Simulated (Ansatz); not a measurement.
# InP (F-43m) in Ansatz: notebook, part 2 of 2

Ansatz 0.2.0. The steps go on from the part before.

### 6 Single point, r2SCAN-EpsX, 25.17 Å³/atom

The input, input.yaml:

```yaml
crystal:
  lattice:
    - [0.0, 2.9305, 2.9305]
    - [2.9305, 0.0, 2.9305]
    - [2.9305, 2.9305, 0.0]
  atoms:
    - { symbol: In, position: [0.0, 0.0, 0.0] }
    - { symbol: P, position: [0.75, 0.75, 0.75] }
hamiltonian:
  xc:
    exchange: r2scan
    correlation: r2scan
    exx: { coeff: inverse_dielectric }
  pseudopotentials: { kind: paw }
kpoints:
  mp_grid: { grid: [4, 4, 4] }
scf:
  occupations: { method: fermi_dirac, width: 0.05 }
output:
  forces: true
  stress: true
  eigenvalues: true
```

Potentials or basis: Ansatz PAW.

Run with:

```console
$ ansatz run input.yaml --threads 2 --pin off --max-ram 5632MiB --backend cpu --events-out ev --progress --plain --runs-dir out
```

It took 51 s on 2 threads of AMD EPYC 7R43 (Zen 3), shared host; peak memory 0.9 GiB.

It converged, with:

```
Free energy             : -6371.4818 eV
Pressure                : 1.4 GPa
Band gap on the k mesh  : 1.69 eV, direct
Share of exact exchange : 0.105
```

Caveat: the k mesh is coarse (spacing up to 0.46 Å⁻¹), so the values aren't converged, least of all with exact exchange; spin-orbit coupling is left out, which moves the levels of the heavy elements; the PAW data sets come from PBE, with cores solved anew for the run's functional, which leaves a small shift of forces and pressure; the thresholds are loose for stress.

### 7 Single point, r2SCAN-EpsX, 25.67 Å³/atom (volume scaled by 1.02)

input.yaml: that of step 6 with these lines changed.

```diff
@@ -2,5 +2,5 @@
   lattice:
-    - [0.0, 2.9305, 2.9305]
-    - [2.9305, 0.0, 2.9305]
-    - [2.9305, 2.9305, 0.0]
+    - [0.0, 2.9499078504, 2.9499078504]
+    - [2.9499078504, 0.0, 2.9499078504]
+    - [2.9499078504, 2.9499078504, 0.0]
   atoms:
@@ -22 +22,5 @@
   eigenvalues: true
+  write_density: true
+  write_potential: true
+  elf: true
+  volumetric_format: npy
```

Run with:

```console
$ ansatz run input.yaml --threads 2 --pin off --max-ram 5632MiB --backend cpu --events-out ev --progress --plain --runs-dir out
```

Wall time 55 s (2 threads of AMD EPYC 7R43 (Zen 3), shared host); peak memory 0.96 GiB.

Results (log left out):

```yaml
Free_energy: -6371.4886 eV
Pressure: -0.1 GPa
Band_gap_on_the_k_mesh: 1.56 eV, direct
Share_of_exact_exchange: 0.103
```

Caveat: the k mesh is coarse (spacing up to 0.46 Å⁻¹), so the values aren't converged, least of all with exact exchange; spin-orbit coupling is left out, which moves the levels of the heavy elements; the PAW data sets come from PBE, with cores solved anew for the run's functional, which leaves a small shift of forces and pressure; the thresholds are loose for stress.

### 8 Single point, r2SCAN-EpsX, 26.17 Å³/atom (volume scaled by 1.04)

input.yaml: that of step 7 with these lines changed.

```diff
@@ -2,5 +2,5 @@
   lattice:
-    - [0.0, 2.9499078504, 2.9499078504]
-    - [2.9499078504, 0.0, 2.9499078504]
-    - [2.9499078504, 2.9499078504, 0.0]
+    - [0.0, 2.9690636329, 2.9690636329]
+    - [2.9690636329, 0.0, 2.9690636329]
+    - [2.9690636329, 2.9690636329, 0.0]
   atoms:
@@ -22,5 +22 @@
   eigenvalues: true
-  write_density: true
-  write_potential: true
-  elf: true
-  volumetric_format: npy
```

Run with:

```console
$ ansatz run input.yaml --threads 2 --pin off --max-ram 5632MiB --backend cpu --events-out ev --progress --plain --runs-dir out
```

It took 54 s on 2 threads of AMD EPYC 7R43 (Zen 3), shared host; peak memory 0.95 GiB.

The run converged. Its results:

```
Free energy             : -6371.4870 eV
Pressure                : -1.4 GPa
Band gap on the k mesh  : 1.43 eV, direct
Share of exact exchange : 0.101
```

Caveat: the k mesh is coarse (spacing up to 0.46 Å⁻¹), so the values aren't converged, least of all with exact exchange; spin-orbit coupling is left out, which moves the levels of the heavy elements; the PAW data sets come from PBE, with cores solved anew for the run's functional, which leaves a small shift of forces and pressure; the thresholds are loose for stress.

### 9 Single point, r2SCAN-EpsX, 26.68 Å³/atom (volume scaled by 1.06)

input.yaml: that of step 8 with these lines changed.

```diff
@@ -2,5 +2,5 @@
   lattice:
-    - [0.0, 2.9690636329, 2.9690636329]
-    - [2.9690636329, 0.0, 2.9690636329]
-    - [2.9690636329, 2.9690636329, 0.0]
+    - [0.0, 2.9879753761, 2.9879753761]
+    - [2.9879753761, 0.0, 2.9879753761]
+    - [2.9879753761, 2.9879753761, 0.0]
   atoms:
```

Potentials or basis: Ansatz PAW.

Run with:

```console
$ ansatz run input.yaml --threads 2 --pin off --max-ram 5632MiB --backend cpu --events-out ev --progress --plain --runs-dir out
```

It took 65 s on 2 threads of AMD EPYC 7R43 (Zen 3), shared host; peak memory 0.93 GiB.

Results (log left out):

```
Free energy             : -6371.4781 eV
Pressure                : -2.6 GPa
Band gap on the k mesh  : 1.30 eV, direct
Share of exact exchange : 0.098
```

Caveat: the k mesh is coarse (spacing up to 0.46 Å⁻¹), so the values aren't converged, least of all with exact exchange; spin-orbit coupling is left out, which moves the levels of the heavy elements; the PAW data sets come from PBE, with cores solved anew for the run's functional, which leaves a small shift of forces and pressure; the thresholds are loose for stress.

### 10 Equation of state, r2SCAN-EpsX

No new run: the results of the series are fitted here.

What came out:

```
Equilibrium volume                      : 25.82 Å³/atom
Bulk modulus                            : 66 GPa
Pressure derivative of the bulk modulus : 4.8
```

Energy against volume, from the lowest point:
| volume (Å³/atom) | energy (meV/atom) |
| --- | --- |
| 23.657 | 44.10 |
| 24.160 | 24.86 |
| 24.663 | 11.51 |
| 25.167 | 3.40 |
| 25.670 | 0.00 |
| 26.173 | 0.79 |
| 26.677 | 5.29 |

Caveat: the k mesh is coarse (spacing up to 0.46 Å⁻¹), so the values aren't converged, least of all with exact exchange; the PAW data sets were made with another functional, which shifts forces and pressure a little.

### 11 Band structure, HSEsol

The input, input.yaml:

```yaml
crystal:
  lattice:
    - [0.0, 2.9305, 2.9305]
    - [2.9305, 0.0, 2.9305]
    - [2.9305, 2.9305, 0.0]
  atoms:
    - { symbol: In, position: [0.0, 0.0, 0.0] }
    - { symbol: P, position: [0.75, 0.75, 0.75] }
hamiltonian:
  xc:
    exchange: hjs_pbesol
    correlation: pbesol
    exx: { coeff: 0.25, omega: 0.207 }
  pseudopotentials: { kind: paw }
kpoints:
  mp_grid: { grid: [4, 4, 4] }
  band_path:
    path:
      - [[0.0, 0.0, 0.0], [0.5, 0.0, 0.5], [0.5, 0.25, 0.75], [0.375, 0.375, 0.75], [0.0, 0.0, 0.0], [0.5, 0.5, 0.5], [0.625, 0.25, 0.625], [0.5, 0.25, 0.75], [0.5, 0.5, 0.5], [0.375, 0.375, 0.75]]
      - [[0.625, 0.25, 0.625], [0.5, 0.0, 0.5]]
    npoints: 4
scf:
  occupations: { method: fermi_dirac, width: 0.05 }
  n_extra_bands: 6
output:
  forces: true
  stress: true
  eigenvalues: true
  fatbands: false
  write_density: true
  write_potential: true
  elf: true
  volumetric_format: npy
```

Run with:

```console
$ ansatz run input.yaml --threads 2 --pin off --max-ram 5632MiB --backend cpu --events-out ev --progress --plain --runs-dir out
```

Wall time 92 s (2 threads of Arm Neoverse V1, shared host); peak memory 0.63 GiB.

Results (log left out):

```yaml
Free_energy: -6294.5936 eV
Pressure: -0.2 GPa
Band_gap_on_the_k_mesh: 1.42 eV, direct
Band_gap_along_the_path: 1.42 eV, direct
```

Levels at the corners of the path, in eV from the valence-band top:
| point | band 6 | band 7 | band 8 | band 9 | band 10 | band 11 | band 12 | band 13 |
| --- | --- | --- | --- | --- | --- | --- | --- | --- |
| Γ | -12.75 | 0.00 | 0.00 | 0.00 | 1.42 | 4.84 | 4.84 | 4.84 |
| X | -10.14 | -6.30 | -2.56 | -2.56 | 2.26 | 2.91 | 10.32 | 10.83 |
| W | -10.05 | -6.12 | -3.26 | -3.19 | 4.96 | 5.36 | 6.41 | 6.93 |
| K | -10.15 | -6.13 | -3.64 | -2.14 | 2.96 | 5.22 | 8.46 | 8.54 |
| Γ | -12.75 | 0.00 | 0.00 | 0.00 | 1.42 | 4.84 | 4.84 | 4.84 |
| L | -10.86 | -6.31 | -1.07 | -1.07 | 2.18 | 5.58 | 5.58 | 7.90 |
| U | -10.15 | -6.13 | -3.64 | -2.14 | 2.96 | 5.22 | 8.46 | 8.54 |
| W | -10.05 | -6.12 | -3.26 | -3.19 | 4.96 | 5.36 | 6.41 | 6.93 |
| L | -10.86 | -6.31 | -1.07 | -1.07 | 2.18 | 5.58 | 5.58 | 7.90 |
| K | -10.15 | -6.13 | -3.64 | -2.14 | 2.96 | 5.22 | 8.46 | 8.54 |
| U | -10.15 | -6.13 | -3.64 | -2.14 | 2.96 | 5.22 | 8.46 | 8.54 |
| X | -10.14 | -6.30 | -2.56 | -2.56 | 2.26 | 2.91 | 10.32 | 10.83 |

Caveat: the k mesh is coarse (spacing up to 0.46 Å⁻¹), so the values aren't converged, least of all with exact exchange; spin-orbit coupling is left out, which moves the levels of the heavy elements; the PAW data sets come from PBE, with cores solved anew for the run's functional, which leaves a small shift of forces and pressure; the thresholds are loose for stress.

### 12 Overview

```tsv
task	level	k mesh	cutoff (eV)	points for each segment of the path	mesh quality	gap on the mesh (eV)	pressure (GPa)
band structure	revPBE	8 × 8 × 8	420	14	not flagged	0.81	4.7
equation of state	r2SCAN-EpsX	4 × 4 × 4	500	-	coarse	-	-
band structure	HSEsol	4 × 4 × 4	420	4	coarse	1.42	-0.2
```

Alike in all rows: potentials or basis Ansatz PAW; no spin polarisation; cell as given; smearing fermi-dirac 0.05 eV.

Caveats: some runs use coarse meshes; spin-orbit coupling is left out, which moves the levels of the heavy elements (some runs); the PAW data sets come from PBE, with cores solved anew for the run's functional, which leaves a small shift of forces and pressure (some runs); the PAW data sets were made with another functional, which shifts forces and pressure a little (some runs); the thresholds are loose for stress (some runs).

Absolute energies hang on the potentials; compare differences alone.

### 13 Against experiment

Step 2. Against the measured gap of InP, 1.4236 eV (direct; 1.6 K; a printed reference work, data compilation), the calculated 0.81 eV is off by -0.61 eV. Spin-orbit coupling on In is left out. The value is that of revPBE, without temperature or zero-point motion. Semilocal functionals fall short of measured gaps as a rule.
